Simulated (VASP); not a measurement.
These are PBE GGA, VASP's PBE PAW potentials (set 64) (plane waves; VASP) values and carry that method's errors.

VASP ran on this input.

### INCAR
```
ALGO=Normal
CSHIFT=0.1
EDIFF=1E-7
ENCUT=520
GGA=PE
ISMEAR=0
LASPH=.TRUE.
LCHARG=.FALSE.
LMAXMIX=4
LOPTICS=.TRUE.
LREAL=.FALSE.
LWAVE=.FALSE.
NBANDS=138
NEDOS=1001
NELM=100
PREC=Accurate
SIGMA=0.01
SYSTEM=GeO2
```

KPOINTS:
```
Automatic mesh
0
Gamma
7 7 5
0 0 0
```

**POSCAR**
```
GeO2
1
    2.5445152038    -4.4072299987     0.0000000000
    2.5445152038     4.4072299987    -0.0000000000
    0.0000000000     0.0000000000     5.7728090371
Ge O
3 6
Direct
  0.0000000000   0.4559430884   0.3333330000
  0.5440569116   0.5440569116   0.0000000000
  0.4559430884   0.0000000000   0.6666670000
  0.2979895127   0.3976539785   0.2416195769
  0.6023460215   0.9003355342   0.9082865769
  0.7020104873   0.0996644658   0.4250464231
  0.9003355342   0.6023460215   0.0917134231
  0.3976539785   0.2979895127   0.7583804231
  0.0996644658   0.7020104873   0.5749535769
```

POTCAR, in this order: Ge_d O (PBE.64 set). Program: vasp_std.

Output of the run:

### OUTCAR
```
 ion  position               nearest neighbor table
   1  0.000  0.456  0.333-   6 1.77   4 1.77   7 1.77   9 1.77
   2  0.544  0.544  0.000-   5 1.77   7 1.77   4 1.77   8 1.77
   3  0.456  0.000  0.667-   9 1.77   8 1.77   5 1.77   6 1.77
   4  0.298  0.398  0.242-   1 1.77   2 1.77
   5  0.602  0.900  0.908-   2 1.77   3 1.77
   6  0.702  0.100  0.425-   1 1.77   3 1.77
   7  0.900  0.602  0.092-   2 1.77   1 1.77
   8  0.398  0.298  0.758-   3 1.77   2 1.77
   9  0.100  0.702  0.575-   3 1.77   1 1.77
  LATTYP: Found a hexagonal cell.
 ALAT       =     5.0890307411
 C/A-ratio  =     1.1343631687
 Subroutine PRICEL returns:
 Original cell was already a primitive cell.
 Subroutine GETGRP returns: Found  6 space group operations
The static configuration has the point symmetry C_2 .
 The point group associated with its full space group is D_3 .
The dynamic configuration has the point symmetry C_2 .
 Subroutine INISYM returns: Found  6 space group operations
 Subroutine IBZKPT returns following result:
 Found     32 irreducible k-points:

 Following reciprocal coordinates:
            Coordinates               Weight
...
```

File OSZICAR:
```
       N       E                     dE             d eps       ncg     rms          rms(c)
DAV:   1     0.897724449179E+03    0.89772E+03   -0.26286E+04 15168   0.133E+03
DAV:   2     0.104455789949E+03   -0.79327E+03   -0.64970E+03  9080   0.468E+02
DAV:   3    -0.589026882763E+02   -0.16336E+03   -0.15897E+03  9924   0.105E+02
DAV:   4    -0.669592155850E+02   -0.80565E+01   -0.80232E+01 10024   0.236E+01
DAV:   5    -0.670528956476E+02   -0.93680E-01   -0.93664E-01 10048   0.261E+00    0.191E+01
DAV:   6    -0.577026417705E+02    0.93503E+01   -0.25812E+00 13992   0.328E+01    0.612E+00
DAV:   7    -0.578072629720E+02   -0.10462E+00   -0.25000E+00 10280   0.392E+00    0.410E+00
DAV:   8    -0.577555928020E+02    0.51670E-01   -0.23361E-01 10528   0.180E+00    0.110E+00
DAV:   9    -0.577337663116E+02    0.21826E-01   -0.21773E-02 10544   0.143E+00    0.219E-01
DAV:  10    -0.577363312571E+02   -0.25649E-02   -0.86571E-03  9776   0.259E-01    0.102E-01
DAV:  11    -0.577363775167E+02   -0.46260E-04   -0.39773E-04 10328   0.106E-01    0.589E-02
DAV:  12    -0.577363760428E+02    0.14739E-05   -0.76024E-05  9696   0.321E-02    0.133E-02
DAV:  13    -0.577363767334E+02   -0.69062E-06   -0.54132E-06 10352   0.697E-03    0.434E-03
DAV:  14    -0.577363763724E+02    0.36101E-06   -0.21450E-07 10360   0.612E-03    0.120E-03
DAV:  15    -0.577363762824E+02    0.89964E-07   -0.22203E-07  9736   0.161E-03
   1 F= -.57736376E+02 E0= -.57736376E+02  d E =-.470723E-12
 imaginary and real dielectric function
```

OUTCAR:
```
------------------------ aborting loop because EDIFF is reached ----------------------------------------
  FORCE on cell =-STRESS in cart. coord.  units (eV):
  Direction    XX          YY          ZZ          XY          YZ          ZX
  --------------------------------------------------------------------------------------
  Total       -0.0034615     -0.0034615     -0.0935336      0.0000000      0.0000000      0.0000000
  in kB       -0.0428339     -0.0428339     -1.1574177      0.0000000      0.0000000      0.0000000
  external PRESSURE =      -0.4143618 kB  Pullay stress =       0.0000000 kB
  volume of cell :      129.48
      direct lattice vectors                 reciprocal lattice vectors
     2.544515204 -4.407229999  0.000000000     0.196501086 -0.113449945  0.000000000
     2.544515204  4.407229999  0.000000000     0.196501086  0.113449945  0.000000000
     0.000000000  0.000000000  5.772809037     0.000000000  0.000000000  0.173225893
 POSITION                                       TOTAL-FORCE (eV/Angst)
 -----------------------------------------------------------------------------------
      1.16015      2.00945      1.92427        -0.004268     -0.007392      0.000000
      2.76872      0.00000      0.00000         0.008535      0.000000      0.000000
      1.16015     -2.00945      3.84854        -0.004268      0.007392      0.000000
      1.77008      0.43924      1.39482         0.002307     -0.005012     -0.006229
      3.82360      1.31331      5.24336         0.003187      0.004503     -0.006229
      2.03987     -2.65468      2.45371        -0.005494     -0.000508      0.006229
      3.82360     -1.31331      0.52944         0.003187     -0.004503      0.006229
      1.77008     -0.43924      4.37799         0.002307      0.005012      0.006229
      2.03987      2.65468      3.31910        -0.005494      0.000508     -0.006229
 -----------------------------------------------------------------------------------
    total drift:                               -0.000022     -0.000129      0.000011
  FREE ENERGIE OF THE ION-ELECTRON SYSTEM (eV)
  ---------------------------------------------------
  free  energy   TOTEN  =       -57.7363762824 eV

  energy  without entropy=      -57.7363762824  energy(sigma->0) =      -57.73637628

 plasma frequency squared (from intraband transitions) (eV^2)
  --------------------------------------------------------------------------------------
       0.000       0.000       0.000
       0.000       0.000      -0.000
       0.000      -0.000       0.000

 plasma frequency squared (from interband transitions, int dw w eps(2)(w)) (eV^2)
  --------------------------------------------------------------------------------------
     420.570       0.000      -0.000       0.000      -0.000      -0.000
      -0.000       0.000     420.570       0.000      -0.000       0.000
      -0.000       0.000      -0.000      -0.000     420.443       0.000
```
(Selected blocks of OUTCAR.)

The compound is GeO2 in the quartz structure, a metastable form; rutile is stable. It was relaxed first, which changed the volume by +7 %.
